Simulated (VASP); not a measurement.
Set up this calculation in VASP 6.6.1, as the native input.

```yaml
Task: relaxation of cell and atoms
Functional: PBE
Potentials_or_basis: VASP PAW PBE potentials, release 64 (Fe)
Cutoff: 600 eV
k_mesh: 18 × 18 × 18
Occupations: methfessel-paxton, width 0.1 eV
Spin: collinear spin, ferromagnetic start
Starting_moments: "[4.0] μB"
Further_INCAR_settings: ALGO = Normal; EDIFF = 1e-06; AMIX = 0.2; BMIX = 0.0001; IBRION = 2; EDIFFG = -0.01; NSW = 90; ISIF = 3
```

The structure of Fe lies in POSCAR:

```
Fe
1.0
   -1.4430000000      1.4430000000      1.4430000000
    1.4430000000     -1.4430000000      1.4430000000
    1.4430000000      1.4430000000     -1.4430000000
Fe
1
Direct
    0.0000000000      0.0000000000      0.0000000000
```

These files were run (other wordings do the same):

INCAR

```
SYSTEM = Fe
ALGO     = Normal         ! electronic algorithm
AMIX     = 0.2          
AMIX_MAG = 0.8          
BMIX     = 1E-4         
BMIX_MAG = 1E-4         
EDIFF    = 1E-6           ! SCF threshold, eV
EDIFFG   = -0.01          ! ionic threshold
ENCUT    = 600            ! plane-wave cutoff, eV
GGA      = PE             ! functional
IBRION   = 2              ! ionic algorithm
ISIF     = 3              ! what is computed and relaxed
ISMEAR   = 1              ! smearing method
ISPIN    = 2              ! spin polarisation
LASPH    = .TRUE.         ! aspherical terms in the spheres
LCHARG   = .FALSE.        ! write CHGCAR
LMAXMIX  = 4              ! l up to which the mixer works
LORBIT   = 11             ! projections on sites
LREAL    = .FALSE.        ! projectors in reciprocal space
LWAVE    = .FALSE.        ! write WAVECAR
MAGMOM   = 4              ! initial moments
NELM     = 150            ! most SCF steps
NSW      = 90             ! ionic steps
PREC     = Accurate       ! precision mode
SIGMA    = 0.1            ! smearing width, eV
```

KPOINTS

```
k-points
0
G
  18 18 18
  0 0 0
```

Potentials or basis: VASP PAW PBE potentials, release 64 (Fe).

The run is started by

```console
$ cat potpaw_PBE.64/Fe/POTCAR > POTCAR
$ mpirun -np 1 vasp_std > vasp.out
```

It gave:

```json
{"Relaxed volume": "11.33 Å³/atom", "Relaxed cell": "a = 2.451 Å, b = 2.451 Å, c = 2.451 Å, α = 109.47°, β = 109.47°, γ = 109.47°", "Space group after relaxing (to 0.05 Å)": "Im-3m (No. 229)", "Energy gained by relaxing": "23.8 meV/atom", "Ionic steps": "3", "Pressure after relaxing": "-0.1 GPa", "Band gap on the k mesh": "none (metal or under the smearing width)", "Net moment": "2.17 μB per cell", "Site moments": "Fe +2.17 μB", "Valence electrons inside the program's atomic spheres": "Fe 7.27"}
```

It took 110 s on 1 thread of Intel(R) Xeon(R) Platinum 8259CL CPU @ 2.50GHz (Skylake/Cascade Lake), on a shared host, peak memory 0.17 GiB.
